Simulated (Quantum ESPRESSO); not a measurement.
The system is Pd.

```
Pd
1.0
     2.78367    0.00000    0.00000
    -1.39183    2.41072    0.00000
     0.00000    0.00000    4.62889
Pd
2
Direct
  0.33333 0.66667 0.25000
  0.66667 0.33333 0.75000
```

This isn't the form of Pd at room conditions, which is fcc.

```yaml
Program: Quantum ESPRESSO 7.5
Task: single point
Functional: PBEsol
Potentials_or_basis: GBRV 1.5 PBEsol
Cutoff: 612 eV
Density_cutoff: 4898 eV
k_mesh: 11 × 11 × 6
Occupations: fermi-dirac, width 0.05 eV
Spin: no spin polarisation
```

On this cell: pressure -10.1 GPa; largest force under 0.003 eV/Å; band gap on the k mesh none (metal or under the smearing width).

The same run follows on a disturbed copy (atoms moved at random, drawn with an rms of 0.05 Å):

```
CELL_PARAMETERS angstrom
2.78367 0.00000 0.00000
-1.39183 2.41072 0.00000
0.00000 0.00000 4.62889
ATOMIC_POSITIONS crystal
Pd 0.32850 0.69168 0.24099
Pd 0.66929 0.34399 0.75873
```

Task: What changes?

Result: The energy (extrapolated to zero smearing) moves by +13.5 meV/atom; pressure -9.4 GPa; largest force 0.626 eV/Å; band gap on the k mesh none (metal or under the smearing width).

Forces on the atoms (eV/Å):
```
Pd   0.033 -0.033  0.624
Pd  -0.033  0.033 -0.624
```

Stress tensor (GPa, compression positive):
```
-9.99  0.38  0.16
 0.38 -9.31 -0.14
 0.16 -0.14 -8.83
```
